**Question**

I computed the pressure of one metallic tin cell, with the atoms and the cell edges held fixed, and changed the plane-wave cutoff from row to row; the 400 eV run also had a looser threshold for self-consistency. The cutoff is the highest kinetic energy of the waves from which the electronic states are built. Compression counts as positive pressure.

VASP 6.6.1, PBEsol with the recommended PBE PAW potential Sn_d, no spin polarisation, for bcc tin in a fixed one-atom cell with its volume scaled by 1.03. All rows use a 7×7×7 k-point mesh and Fermi-Dirac smearing of 0.1 eV; the self-consistency threshold is 10⁻⁶ eV, except 10⁻³ eV in the 400 eV row. Pressure is positive in compression.

```csv
wave cutoff,pressure (GPa)
200 eV,-20.360
300 eV,-3.600
400 eV,-3.540
500 eV,-3.200
600 eV,-3.150
```

1. Where does the pressure change most?
2. Why does a small basis push the pressure in this direction and not the other?
3. Could I have judged the cutoff by the total energy instead?
4. Can I extrapolate from the first two rows and save the expensive ones?
5. Why is the pressure still not zero at 600 eV?
6. Which digits can I trust?
7. What would change with another element?

**Answer**

### 1. The large step

Nearly all of the change happens between 200 and 300 eV. That step is worth almost 17 GPa, about 97 % of the whole difference between the first row and the last. Nothing suggests that the tin itself has changed: the atoms are fixed and the Fermi energy moves by only about 3 meV over the whole range, as expected if the electrons stay in the same state. What changes is how well the waves can describe that state.

### 2. The direction of the error

The program obtains the pressure by asking how the energy responds to a small stretch of the cell, with the number of plane waves held fixed. That number grows as $V E_\mathrm{cut}^{3/2}$, where $V$ is the cell volume and $E_\mathrm{cut}$ the cutoff. Stretching the cell at a fixed number of waves therefore lowers the effective cutoff as $V^{-2/3}$. The same waves are spread over more space and resolve less detail.

If the basis was already too small, this loss raises the energy. The cell then seems to resist stretching more than it really does, which reads as an inward pull, a negative pressure. Applying the chain rule to the energy $E$ gives the false part, known as Pulay stress:

$$P_\mathrm{false}=\frac{2}{3}\,\frac{E_\mathrm{cut}}{V}\,\frac{\partial E}{\partial E_\mathrm{cut}}$$

Adding waves can only lower the energy of a given Hamiltonian, so the slope is negative and so is $P_\mathrm{false}$. With a complete basis the slope vanishes and the false pull goes with it. The table agrees with this: the pressure becomes less negative at every step.

### 3. The energy as a guide

Only in part. The energy would have warned you off 200 eV, but at 300 eV it is already within about 1 meV of the 600 eV row, while the pressure is still off by 0.45 GPa. To see how the energy can look better than the basis is, use the formula backwards and ask what energy error belongs to the false pressure at 200 eV. Taking the 600 eV row as the reference, that pressure is $20.36-3.15=17.21$ GPa in size. With $V=28.02$ Å³ and 1 eV/Å³ = 160.2 GPa, the energy must be falling at a rate of

$$\frac{3}{2}\times\frac{28.02\times(17.21/160.2)}{200}\approx 0.023\ \text{eV per eV of cutoff}.$$

Between the first two rows the pressure error shrinks by a factor of about 38. If the decay is exponential, the error falls by a factor $e$ every $100/\ln 38\approx 27$ eV. Assuming that the energy slope dies away at the same rate, the energy error at 200 eV is about $0.023\times27\approx0.6$ eV. This is good only to an order of magnitude.

The printed free energy falls by just 0.08 eV over that step, several times less. The likely reason is a correction that VASP adds to the energy: the kinetic-energy error of the free atom at the same cutoff. Much of the basis error sits close to the nucleus and is nearly the same in the atom and in the metal, so the correction removes it from the energy. It does not depend on the cell volume and leaves the stress unrepaired. Converge the pressure itself if the pressure is what you need.

### 4. Extrapolating from two rows

No. Two rows do not reveal the value they are heading for; even the factor of about 38 needed the 600 eV row. And if the error had kept shrinking by that factor every 100 eV, only 0.0003 GPa would be left at 500 eV. The 500 eV row, which played no part in setting that factor, still differs from the 600 eV row by 0.05 GPa. The steep early decay describes the rescue of a badly incomplete basis, not the slow settling that follows.

The late steps are also uneven, with the larger one between 400 and 500 eV. The 400 eV run used a much looser threshold for self-consistency than the others, which may have shifted its pressure. That is untested, and repeating this one row with the tight threshold would settle it. Even without that row, the pressure still rises by 0.40 GPa from 300 to 500 eV.

### 5. The pressure that remains

The pressure of about −3 GPa at 600 eV is mostly not a basis error, since the last step changed it very little. The volume was deliberately scaled up by 3 % for these runs. The cell is therefore held at a volume larger than this calculation prefers, and it pulls inwards as a stretched spring does. With a bulk modulus of roughly 50 GPa, a recalled value for metallic tin that is only a guide for this bcc cell, it would have to shrink by some 6 % in volume to relieve the pull, which is more than the scaling alone explains, so the starting volume was probably somewhat too large as well. More plane waves will not remove this pressure; a smaller cell will.

### 6. The digits

As far as the cutoff is concerned, the 500 and 600 eV rows agree to within 0.05 GPa, so the first decimal is nearly settled and the second is not. At 300 eV the error relative to the 600 eV row is 0.45 GPa, or 14 %. With the same rough bulk modulus, that is about 1 % in volume at 300 eV and about 0.1 % at 500 eV.

The absolute pressure is less certain than this agreement suggests. The mesh of electron wave vectors is coarse for a metal, and because it is the same in every row, its error is invisible here. The table is a fair guide to the effect of the cutoff, the doubtful 400 eV row aside, but −3.15 GPa should not be quoted as a property of tin. The printed output below gives the distance of each row from the 600 eV row.

### 7. Another element

Ask how compact the most tightly bound electrons in the calculation are. Here the filled 4d shell of tin is treated explicitly along with the outer s and p electrons, and a compact shell needs short waves, which means a high cutoff. The chosen potential matters as well, because it smooths the electronic states near the nucleus: a softer potential for the same element needs a lower cutoff. An element with only diffuse outer electrons would usually settle earlier; one with a tighter shell, such as the 3d shell of a transition metal, would usually settle later. In either case, a cutoff that is too low makes the cell look too eager to shrink.

Numerical output:

```
Distance from the 600 eV row:
     row  pressure GPa  free energy meV  pressure error percent
  200 eV        -17.21             81.9                   546.3
  300 eV         -0.45            1.118                   14.29
  400 eV         -0.39            0.467                   12.38
  500 eV         -0.05            0.333                   1.587
  600 eV             0                0                       0
Step from the row before:
     row  pressure GPa  free energy meV
  300 eV         16.76           -80.79
  400 eV          0.06           -0.651
  500 eV          0.34           -0.134
  600 eV          0.05           -0.333
Share of the whole pressure change done between 200 and 300 eV, percent: 97.39
Pressure change from 300 to 500 eV, leaving out the 400 eV row, GPa: 0.4
Factor by which the pressure error shrinks from 200 to 300 eV: 38.24
Pressure error at 500 eV if that factor held, GPa: -0.0003077
Pressure error at 500 eV in the table, GPa: -0.05
Raw energy error at 200 eV implied by the false pressure, order of magnitude, eV: 0.6195
Fall of the printed free energy from 200 to 300 eV, eV: 0.08079
Implied energy error over printed fall, rough ratio: 7.668
Rough volume error from the pressure error at 300 eV, percent: 0.9
Rough volume error from the pressure error at 500 eV, percent: 0.1
Rough contraction that the 600 eV pressure asks for, percent: 6.3
```
